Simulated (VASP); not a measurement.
# Cu (Fm-3m) in VASP: settings compared

Aim: see how the results for Cu move with the level of theory and the settings. Levels: RPBE, r2SCAN, LAK. Tasks: single point, relaxation of cell and atoms.

All numbers are computed with VASP 6.6.1; they aren't measurements. Logs are shortened: lines on timing, memory, paths and dates and some standing lists are left out, and cuts for length are marked.

### 1 The crystal as given

Symmetry: Fm-3m, No. 225, cubic system. Conventional cell: a = 3.615 Å, b = 3.615 Å, c = 3.615 Å, α = 90.00°, β = 90.00°, γ = 90.00°. Around Cu (site symmetry m-3m) lie 12 Cu at 2.56 Å.

### 2 Single point, RPBE

File run.py:

```python
from ase.calculators.vasp import Vasp
from ase.dft.bandgap import bandgap
from ase.io import read

atoms = read('Cu.xyz')
calc = Vasp(
    directory='calc',
    xc='rpbe',
    pp='PBE',
    setups='recommended',
    pp_version='54',
    prec='Accurate',
    encut=520,
    ediff=1e-06,
    ismear=0,
    sigma=0.02,
    lreal=False,
    lasph=True,
    nelm=60,
    algo='Normal',
    isif=2,
    lwave=False,
    lcharg=False,
    kpts=[13, 13, 13],
    gamma=True,
)
atoms.calc = calc

print('energy (eV):', atoms.get_potential_energy())
print('free energy (eV):', atoms.get_potential_energy(force_consistent=True))
print('forces (eV/A):')
print(atoms.get_forces())
print('stress (eV/A^3, Voigt):', atoms.get_stress())
print('Fermi level (eV):', calc.get_fermi_level())
gap, top, bottom = bandgap(calc)
print('band gap (eV):', gap, 'from (spin, k, band)', top, 'to', bottom)
```

File Cu.xyz:

```xyz
1
Lattice="0.0000000000 1.8075000000 1.8075000000 1.8075000000 0.0000000000 1.8075000000 1.8075000000 1.8075000000 0.0000000000" Properties=species:S:1:pos:R:3 pbc="T T T"
Cu     0.0000000000      0.0000000000      0.0000000000
```

Potentials or basis: VASP PAW PBE potentials, release 54 (Cu).

Launch:

```sh
$ python run.py
```

What it wrote:

```text
energy (eV): -3.24158122
free energy (eV): -3.24166755
forces (eV/A):
[[0. 0. 0.]]
stress (eV/A^3, Voigt): [-0.04464159 -0.04464159 -0.04464159  0.         -0.         -0.        ]
Fermi level (eV): 7.94983419
band gap (eV): 0.0 from (spin, k, band) (None, None, None) to (None, None, None)
```

OUTCAR:

```text
ENCUT = 520.000000
   EDIFF = 1.00e-06
   GGA = RP
   PREC = Accurate
   ISIF = 2
   ISMEAR = 0
   NELM = 60
   LASPH = .TRUE.
   LREAL = .FALSE.

 ion  position               nearest neighbor table
   1  0.000  0.000  0.000-

  LATTYP: Found a face centered cubic cell.
 ALAT       =     3.6150000000

  Lattice vectors:

 A1 = (   0.0000000000,   1.8075000000,   1.8075000000)
 A2 = (   1.8075000000,   0.0000000000,   1.8075000000)
 A3 = (   1.8075000000,   1.8075000000,   0.0000000000)

Analysis of symmetry for initial positions (statically):
=====================================================================
 Subroutine PRICEL returns:
 Original cell was already a primitive cell.

 Routine SETGRP: Setting up the symmetry group for a
 face centered cubic supercell.

 Subroutine GETGRP returns: Found 48 space group operations
 (whereof 48 operations were pure point group operations)
 out of a pool of 48 trial point group operations.

The static configuration has the point symmetry O_h .

Analysis of symmetry for dynamics (positions and initial velocities):
=====================================================================
 Subroutine PRICEL returns:
 Original cell was already a primitive cell.

 Routine SETGRP: Setting up the symmetry group for a
 face centered cubic supercell.

 Subroutine GETGRP returns: Found 48 space group operations
 (whereof 48 operations were pure point group operations)
 out of a pool of 48 trial point group operations.

The dynamic configuration has the point symmetry O_h .

 Subroutine INISYM returns: Found 48 space group operations
 (whereof 48 operations are pure point group operations),
 and found     1 'primitive' translations

----------------------------------------------------------------------------------------

                                     Primitive cell

  volume of cell :      11.8104

  direct lattice vectors                    reciprocal lattice vectors
     0.000000000  1.807500000  1.807500000    -0.276625173  0.276625173  0.276625173
     1.807500000  0.000000000  1.807500000     0.276625173 -0.276625173  0.276625173
     1.807500000  1.807500000  0.000000000     0.276625173  0.276625173 -0.276625173

  length of vectors
     2.556191014  2.556191014  2.556191014     0.479128854  0.479128854  0.479128854

  position of ions in fractional coordinates (direct lattice)
     0.000000000  0.000000000  0.000000000

  ion indices of the primitive-cell ions
   primitive index   ion index
                 1           1

----------------------------------------------------------------------------------------

 KPOINTS: KPOINTS created by Atomic Simulation Env

Automatic generation of k-mesh.
 Grid dimensions read from file:
 generate k-points for:   13   13   13

 Generating k-lattice:

  Cartesian coordinates                     Fractional coordinates (reciprocal lattice)
    -0.021278859  0.021278859  0.021278859     0.076923077  0.000000000  0.000000000
     0.021278859 -0.021278859  0.021278859     0.000000000  0.076923077  0.000000000
     0.021278859  0.021278859 -0.021278859     0.000000000  0.000000000  0.076923077

  Length of vectors
     0.036856066  0.036856066  0.036856066

  Shift w.r.t. Gamma in fractional coordinates (k-lattice)
     0.000000000  0.000000000  0.000000000

 Subroutine IBZKPT returns following result:
 ===========================================

 Found     84 irreducible k-points:

 Following reciprocal coordinates:
            Coordinates               Weight
  0.000000  0.000000  0.000000      1.000000
  0.076923  0.000000  0.000000      8.000000
  0.153846  0.000000  0.000000      8.000000
  0.230769  0.000000  0.000000      8.000000
  0.307692  0.000000  0.000000      8.000000
  0.384615  0.000000  0.000000      8.000000
[... 42 lines left out ...]
 -0.461538  0.461538  0.000000     12.000000
  0.230769  0.153846  0.076923     24.000000
 [... further k-points ...]
   k-points           NKPTS =     84   k-points in BZ     NKDIM =     84   number of bands    NBANDS=      9
   number of dos      NEDOS =    301   number of ions     NIONS =      1
   total plane-waves  NPLWV =   8000
   dimension x,y,z NGX =    20 NGY =   20 NGZ =   20
   dimension x,y,z NGXF=    40 NGYF=   40 NGZF=   40
   ions per type =               1
   NGX,Y,Z   is equivalent  to a cutoff of  13.01, 13.01, 13.01 a.u.
   NGXF,Y,Z  is equivalent  to a cutoff of  26.01, 26.01, 26.01 a.u.
 SYSTEM =  unknown system
   PREC   = accura    normal or accurate (medium, high low for compatibility)
   ISTART =      0    job   : 0-new  1-cont  2-samecut
   ICHARG =      2    charge: 1-file 2-atom 10-const
   ISPIN  =      1    spin polarized calculation?
   LNONCOLLINEAR =      F non collinear calculations
   LSORBIT =      F    spin-orbit coupling
   LASPH  =      T    aspherical Exc in radial PAW
   ENCUT  =  520.0 eV  38.22 Ry    6.18 a.u.   4.75  4.75  4.75*2*pi/ulx,y,z
   NELM   =     60;   NELMIN=  2; NELMDL= -5     # of ELM steps
   EDIFF  = 0.1E-05   stopping-criterion for ELM
   LREAL  =      F    real-space projection
   EDIFFG = 0.1E-04   stopping-criterion for IOM
   NSW    =      0    number of steps for IOM
   IBRION =     -1    ionic relax: 0-MD 1-quasi-New 2-CG
   NFREE  =      0    steps in history (QN), initial steepest desc. (CG)
   ISIF   =      2    stress and relaxation
   ISYM   =      2    0-nonsym 1-usesym 2-fastsym
   POTIM  = 0.5000    time-step for ionic-motion
   TEBEG  =    0.0;   TEEND  =   0.0 temperature during run
   PSTRESS=    0.0 pullay stress
   NELECT =      11.0000    total number of electrons
   NUPDOWN=      -1.0000    fix difference up-down
   EMIN   =  10.00;   EMAX   =-10.00  energy-range for DOS
   EFERMI =   0.00;   METHOD = LEGACY
   ISMEAR =     0;   SIGMA  =   0.02  broadening in eV -4-tet -1-fermi 0-gaus
   EFERMI_NEDOS =   21; number of points for ismear=-14 and -15
   IALGO  =     38    algorithm
   IMIX   =      4    mixing-type and parameters
     AMIX     =   0.40;   BMIX     =  1.00
     AMIX_MAG =   1.60;   BMIX_MAG =  1.00
  volume/ion in A,a.u.               =      11.81        79.70
  Fermi-wavevector in a.u.,A,eV,Ry     =   1.598763  3.021224 34.777078  2.556043
  Thomas-Fermi vector in A             =   2.696162
   LORBIT       =      0    0 simple, 1 ext, 2 COOP (PROOUT), +10 PAW based schemes
   GGA     = RP    functional components
   LHFCALC =     F    Hartree Fock is set to
   AEXX    =    0.0000 exact exchange contribution
   IVDW    =     0    specifies the selected vdW correction
   LEPSILON=     F    determine dielectric tensor
   LRPA    =     F    only Hartree local field effects (RPA)
 non-spin polarized calculation
 Gauss-broadening in eV      SIGMA  =   0.02
  energy-cutoff  :      520.00
  volume of cell :       11.81
 maximum number of plane-waves:       331
   NGX =  9   NGY =  9   NGZ =  9

 number of electron      11.0000001 magnetization

 Free energy of the ion-electron system (eV)
  ---------------------------------------------------
  ext. energy  EPLUGINS =         0.00000000
  ---------------------------------------------------
  free energy    TOTEN  =        -3.24166755 eV

  energy without entropy =       -3.24149490  energy(sigma->0) =       -3.24158122

 E-fermi :   7.9498     XC(G=0): -12.5901

 val. band max:        7.9384275390   @ k =   0.4615   0.3077   0.0000
 cond. band min:       7.9622952742   @ k =  -0.3846   0.1538   0.0000
 fundamental gap:      0.0238677351
 Fermi energy:         7.9498341886

 k-point     1 :       0.0000    0.0000    0.0000
  band No.  band energies     occupation
      1      -1.6015      2.00000
      2       4.7123      2.00000
      3       4.7123      2.00000
      4       4.7123      2.00000
      5       5.5303      2.00000
      6       5.5303      2.00000
      7      30.2776      0.00000
      8      33.0160      0.00000
      9      33.0160      0.00000
[... 457 lines left out ...]
 k-point    40 :       0.4615    0.3077    0.0000
  band No.  band energies     occupation
      1       3.0622      2.00000
      2       3.6215      2.00000
      3       5.1653      2.00000
      4       5.6494      2.00000
      5       6.1475      2.00000
      6       7.9384      1.58009
      7      17.5165      0.00000
      8      19.1066      0.00000
      9      22.5481      0.00000

 [... further k-points ...]

------------------------ aborting loop because EDIFF is reached ----------------------------------------

  FORCE on cell =-STRESS in cart. coord.  units (eV):
  Direction    XX          YY          ZZ          XY          YZ          ZX
  --------------------------------------------------------------------------------------
  -------------------------------------------------------------------------------------
  Total        0.5272352      0.5272352      0.5272352      0.0000000      0.0000000      0.0000000
  in kB       71.5237130     71.5237130     71.5237130      0.0000000      0.0000000      0.0000000
  external PRESSURE =      71.5237130 kB  Pullay stress =       0.0000000 kB

 VOLUME and BASIS-vectors are now :
 -----------------------------------------------------------------------------
  energy-cutoff  :      520.00
  volume of cell :       11.81
      direct lattice vectors                 reciprocal lattice vectors
     0.000000000  1.807500000  1.807500000    -0.276625173  0.276625173  0.276625173
     1.807500000  0.000000000  1.807500000     0.276625173 -0.276625173  0.276625173
     1.807500000  1.807500000  0.000000000     0.276625173  0.276625173 -0.276625173

 POSITION                                       TOTAL-FORCE (eV/Angst)
 -----------------------------------------------------------------------------------
      0.00000      0.00000      0.00000         0.000000      0.000000      0.000000
 -----------------------------------------------------------------------------------
    total drift:                                0.000000      0.000000      0.000000

  FREE ENERGIE OF THE ION-ELECTRON SYSTEM (eV)
  ---------------------------------------------------
  free  energy   TOTEN  =        -3.2416675456 eV

  energy  without entropy=       -3.2414949014  energy(sigma->0) =       -3.24158122
```

INCAR:

```text
ENCUT = 520.000000
SIGMA = 0.020000
EDIFF = 1.00e-06
ALGO = Normal
GGA = RP
PREC = Accurate
ISIF = 2
ISMEAR = 0
NELM = 60
LASPH = .TRUE.
LCHARG = .FALSE.
LWAVE = .FALSE.
LREAL = .FALSE.
```

It took 11 s on 1 thread of Intel Xeon 6975P-C (Granite Rapids), shared host; peak memory 0.11 GiB.

Results:

```
Free energy            : -3.2417 eV
Pressure               : 7.2 GPa
Band gap on the k mesh : none (metal or under the smearing width)
```

Caveat: the PAW data sets were made with another functional, which shifts forces and pressure a little.

### 3 Relaxation of cell and atoms, r2SCAN

File INCAR:

```
SYSTEM = Cu
ALGO = Normal ; EDIFF = 1E-6
EDIFFG = -0.01 ; ENCUT = 600
IBRION = 2 ; ISIF = 3
ISMEAR = 1 ; LASPH = .TRUE.
LCHARG = .FALSE. ; LMIXTAU = .TRUE.
LREAL = .FALSE. ; LWAVE = .FALSE.
METAGGA = R2SCAN ; NELM = 60
NSW = 40 ; PREC = Accurate
SIGMA = 0.1
```

File KPOINTS:

```
k-points
0
G
  13 13 13
  0 0 0
```

File POSCAR:

```
Cu
1.0
    0.0000000000      1.8075000000      1.8075000000
    1.8075000000      0.0000000000      1.8075000000
    1.8075000000      1.8075000000      0.0000000000
Cu
1
Direct
    0.0000000000      0.0000000000      0.0000000000
```

Potentials or basis: VASP PAW PBE potentials, release 64 (Cu).

Launch:

```sh
$ cat potpaw_PBE.64/Cu/POTCAR > POTCAR
$ mpirun -np 1 vasp_std > vasp.out
```

Run time: 58 s. Hardware: 1 thread of Intel Xeon 6975P-C (Granite Rapids), shared host; peak memory 0.14 GiB.

The run converged. Its results:

```
Free energy                            : -10.8276 eV
Relaxed volume                         : 11.48 Å³/atom
Relaxed cell                           : a = 2.532 Å, b = 2.532 Å, c = 2.532 Å, α = 60.00°, β = 60.00°, γ = 60.00°
Space group after relaxing (to 0.05 Å) : Fm-3m (No. 225)
Energy gained by relaxing              : 4.5 meV/atom
Ionic steps                            : 3
Pressure after relaxing                : -0.1 GPa
Band gap on the k mesh                 : none (metal or under the smearing width)
```

Step by step:
```
step  energy change (eV)  largest force (eV/Å)  pressure (GPa)  volume (Å³)
   1              0.0000                0.0000           -4.36        11.81
   2             -0.0026                0.0000            3.03        11.27
   3             -0.0045                0.0000           -0.10        11.48
```

Final structure:
```
CELL_PARAMETERS angstrom
0.00000 1.79059 1.79059
1.79059 0.00000 1.79059
1.79059 1.79059 0.00000
ATOMIC_POSITIONS crystal
Cu 0.00000 0.00000 0.00000
```

Levels at points of the mesh, in eV from the Fermi level:
```tsv
k point	band 2	band 3	band 4	band 5	band 6	band 7	band 8	band 9
(0.00, 0.00, 0.00)	-3.45	-3.45	-3.45	-2.60	-2.60	23.39	26.65	26.65
```

Caveat: the PAW data sets were made with another functional, which shifts forces and pressure a little.

### 4 Relaxation of cell and atoms, LAK

File INCAR:

```
  ALGO = Normal
  EDIFF = 1E-6
  EDIFFG = -0.01
  ENCUT = 600
  IBRION = 2
  ISIF = 3
  ISMEAR = 1
  LASPH = True
  LCHARG = False
  LMIXTAU = True
  LREAL = False
  LWAVE = False
  METAGGA = LAK
  NELM = 80
  NSW = 40
  PREC = Accurate
  SIGMA = 0.1
```

File KPOINTS:

```
k-points
0
Gamma
  13 13 13
```

POSCAR is that of step 3.

Launch:

```sh
$ cat potpaw_PBE.64/Cu/POTCAR > POTCAR
$ mpirun -np 1 vasp_std > vasp.out
```

Wall time 92 s (1 thread of Intel Xeon 6975P-C (Granite Rapids), shared host); peak memory 0.14 GiB.

Results (log left out):

```yaml
Free_energy: 11.4524 eV
Relaxed_volume: 12.18 Å³/atom
Relaxed_cell: a = 2.582 Å, b = 2.582 Å, c = 2.582 Å, α = 60.00°, β = 60.00°, γ = 60.00°
Space_group_after_relaxing_to_0.05_Å: Fm-3m (No. 225)
Energy_gained_by_relaxing: 6.5 meV/atom
Ionic_steps: 5
Pressure_after_relaxing: 0.0 GPa
Band_gap_on_the_k_mesh: none (metal or under the smearing width)
```

The path:
```csv
step,energy change (eV),largest force (eV/Å),pressure (GPa),volume (Å³)
1,0.0000,0.0000,4.57,11.81
2,-0.0058,0.0000,-2.26,12.40
3,-0.0067,0.0000,-0.54,12.24
4,-0.0066,0.0000,-0.16,12.20
5,-0.0065,0.0000,-0.03,12.18
```

Final structure:
```
CELL_PARAMETERS angstrom
0.00000 1.82599 1.82599
1.82599 0.00000 1.82599
1.82599 1.82599 0.00000
ATOMIC_POSITIONS crystal
Cu 0.00000 0.00000 0.00000
```

Levels at points of the mesh, in eV from the Fermi level:
```
           k point  band 4  band 5  band 6  band 7  band 8  band 9
(0.00, 0.00, 0.00)   -3.27   -2.53   -2.53   22.42   25.77   25.77
```

Caveat: the PAW data sets were made with another functional, which shifts forces and pressure a little. Zero-point motion and thermal expansion aren't in these numbers.

### 5 For comparison

An earlier run on the cell as given: functional PBE; potentials or basis VASP PAW PBE potentials, release 64 (Cu); cutoff 520 eV; k mesh 13 × 13 × 13; occupations fermi-dirac, width 0.05 eV; no spin polarisation.

- Pressure: 2.2 GPa
- Band gap on the k mesh: none (metal or under the smearing width)

### 6 Summary

```tsv
task	level	potentials or basis	cell	cutoff (eV)	smearing	gap on the mesh (eV)	pressure (GPa)	relaxed volume (Å³/atom)
single point	RPBE	VASP PAW PBE potentials, release 54 (Cu)	as given	520	gaussian 0.02 eV	none	7.2	-
relaxation of cell and atoms	r2SCAN	VASP PAW PBE potentials, release 64 (Cu)	relaxed	600	methfessel-paxton 0.1 eV	none	-0.1	11.48
relaxation of cell and atoms	LAK	VASP PAW PBE potentials, release 64 (Cu)	relaxed	600	methfessel-paxton 0.1 eV	none	0.0	12.18
single point	PBE	VASP PAW PBE potentials, release 64 (Cu)	as given	520	fermi-dirac 0.05 eV	none	2.2	-
```

Alike in all rows: no spin polarisation; k mesh 13 × 13 × 13.

Caveats: the PAW data sets were made with another functional, which shifts forces and pressure a little (some runs).

Absolute energies hang on the potentials; compare differences alone.
